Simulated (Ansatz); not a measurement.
**P: pressure up to the limit of the methods**

Aim: compress P (A7 type) step by step, far beyond the usual range, and follow pressure and electronic structure. Methods of the runs shown: PAW.

Method: DFT, PBE, PAW with Ansatz's default frozen-core files, scalar-relativistic, in Ansatz 0.2.0.

## 1. Starting point

Symmetry: R-3m, No. 166, trigonal system. Conventional cell: a = 3.507 Å, b = 3.507 Å, c = 9.294 Å, α = 90.00°, β = 90.00°, γ = 120.00°. P (site symmetry 3m) is surrounded by 3 P at 2.36 Å.

As a file:

```
P
1.0
     1.75357   -1.01242    3.09797
     0.00000    2.02485    3.09797
    -1.75357   -1.01242    3.09797
P
2
Direct
  0.23200 0.23200 0.23200
  0.76800 0.76800 0.76800
```

Whether this phase is the stable one at these pressures isn't tested.

Atoms are numbered in the order of the input: P1, P2.

## 2. Cell relaxed at zero pressure, PAW

File input.yaml:

```yaml
crystal:
  lattice:
    - [1.7535691669, -1.0124236306, 3.0979721949]
    - [0.0, 2.0248472612, 3.0979721949]
    - [-1.7535691669, -1.0124236306, 3.0979721949]
  atoms:
    - { symbol: P, position: [0.232, 0.232, 0.232] }
    - { symbol: P, position: [-0.232, -0.232, -0.232] }
kpoints:
  mp_grid: { grid: [15, 15, 15] }
scf:
  occupations: { method: fermi_dirac, width: 0.05 }
hamiltonian:
  xc: pbe
  pseudopotentials: { kind: paw }
output:
  forces: true
  stress: true
  write_density: true
  write_potential: true
  elf: true
  volumetric_format: npy
relax:
  f_tol: 0.005
  max_steps: 40
  cell: {}
```

Launch:

```bash
$ ansatz run input.yaml --threads 1 --pin off --max-ram 2048MiB --backend cpu --events-out ev --progress --plain --runs-dir out
```

Further steps of the session: Volume scaled by 1, PAW; Volume scaled by 1, PAW (cutoff 800 eV); Shape and atoms relaxed at 0.95 of the volume, PAW; Volume scaled by 0.95, PAW; Shape and atoms relaxed at 0.85 of the volume, PAW; Volume scaled by 0.85, PAW; Shape and atoms relaxed at 0.75 of the volume, PAW; Volume scaled by 0.75, PAW; Shape and atoms relaxed at 0.65 of the volume, PAW; Volume scaled by 0.65, PAW; Shape and atoms relaxed at 0.55 of the volume, PAW; Volume scaled by 0.55, PAW; Shape and atoms relaxed at 0.45 of the volume, PAW; Volume scaled by 0.45, PAW; Shape and atoms relaxed at 0.4 of the volume, PAW; Volume scaled by 0.4, PAW; Volume scaled by 0.4, PAW (partial_waves polarizable).

Before running it: what results should come out? Wanted: PAW pressure at 0.4 of the volume; PAW; fitted bulk modulus at zero pressure.

**Answer**, as computed:

| quantity | value |
| --- | --- |
| PAW pressure at 0.4 of the volume | 366.1 GPa |
| PAW (partial_waves polarizable) pressure at 0.4 of the volume | 366.1 GPa |
| fitted bulk modulus at zero pressure (PAW) | 93 GPa |
| its pressure derivative | 3.58 |

By PAW the pressure climbs to 366 GPa at 0.4 of the first volume. A third-order Birch-Murnaghan curve fits the range only roughly (B₀ = 93 GPa, B′ = 3.58, misfit at most 26.15 GPa). A fit over so wide a range leans to the high pressures, so B₀ can be off by several per cent. No all-electron run checks these rows here, and frozen cores can fail under such compression. The ions are at rest, and the electrons smeared by 0.05 eV.
